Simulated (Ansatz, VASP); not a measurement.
# Two plane-wave programs on Rh

```
Rh
1.0
     0.00000    1.93507    1.93507
     1.93507    0.00000    1.93507
     1.93507    1.93507    0.00000
Rh
1
Direct
  0.00000 0.00000 0.00000
```

Alike in both runs: task single point; functional RPBE; k mesh 12 × 12 × 12; occupations fermi-dirac, width 0.1 eV; non-collinear spin, spin-orbit coupling.

|  | VASP | Ansatz |
| --- | --- | --- |
| version | VASP 6.6.1 | Ansatz 0.2.0 |
| potentials or method | VASP PAW PBE potentials, release 64 (Rh_pv) | Ansatz PAW |
| plane-wave cutoff (eV) | 520 | 420 |
| valence electrons in the cell | 15 | 17 |

Ansatz gave:

```
gap on the k mesh at the Fermi level (eV) : none
pressure (GPa)                            : -2.5
net moment per atom (μB)                  : 0.00
```

Task: Estimate VASP's values.

Result: gap on the k mesh at the Fermi level (eV): none; pressure (GPa): -2.2; net moment per atom (μB): 0.00.

A gap of «none» marks a metal or a gap that the smearing closes. With one functional, cell and mesh, what is left measures potentials, basis and numerics. The two sets of potentials don't hold the same shells in valence.

Caveats: the PAW data sets were made with another functional, which shifts forces and pressure a little (VASP); the PAW data sets come from PBE, with cores solved anew for the run's functional, which leaves a small shift of forces and pressure (Ansatz).
